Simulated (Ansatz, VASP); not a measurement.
**One calculation of Mg, two programs**

Contents of INCAR:

```
PREC = Accurate ; ENCUT = 520
EDIFF = 1E-7 ; ISMEAR = 0
SIGMA = 0.15 ; LREAL = False
LASPH = True ; NELM = 100
ALGO = Normal ; ISIF = 2
LWAVE = False ; LCHARG = False
NBANDS = 7
```

Contents of KPOINTS:

```
Automatic mesh
0
Gamma
  18 18 18
```

File POSCAR:

```
Mg
1.0
    0.0000000000      2.2442560000      2.2442560000
    2.2442560000      0.0000000000      2.2442560000
    2.2442560000      2.2442560000      0.0000000000
Mg
1
Direct
    0.0000000000      0.0000000000      0.0000000000
```

Input for Ansatz:

```yaml
crystal:
  lattice:
    - [0.0, 2.244256, 2.244256]
    - [2.244256, 0.0, 2.244256]
    - [2.244256, 2.244256, 0.0]
  atoms:
    - { symbol: Mg, position: [0.0, 0.0, 0.0] }
basis:
  ecutwfc: 420
kpoints:
  mp_grid: { grid: [18, 18, 18] }
hamiltonian:
  xc: lda
scf:
  occupations: { method: gaussian, width: 0.15 }
output:
  forces: true
  stress: true
  eigenvalues: true
  write_density: true
  write_potential: true
  elf: true
  volumetric_format: npy
```

This isn't the form of Mg at room conditions, which is hcp.

Alike in both runs: task single point; functional LDA; k mesh 18 × 18 × 18; occupations gaussian, width 0.15 eV; no spin polarisation.

|  | VASP | Ansatz |
| --- | --- | --- |
| version | VASP 6.6.1 | Ansatz 0.2.0 |
| potentials or method | VASP PAW LDA potentials, release 64 (Mg) | scalar-relativistic, plane waves, PAW |
| plane-wave cutoff (eV) | 520 | 420 |
| valence electrons in the cell | 2 | 10 |

VASP gave:

* gap on the k mesh at the Fermi level (eV): none
* pressure (GPa): -1.7

Estimate Ansatz's values.

gap on the k mesh at the Fermi level (eV): none; pressure (GPa): -1.3.

A gap of «none» marks a metal or a gap that the smearing closes. The two sets of potentials don't hold the same shells in valence.
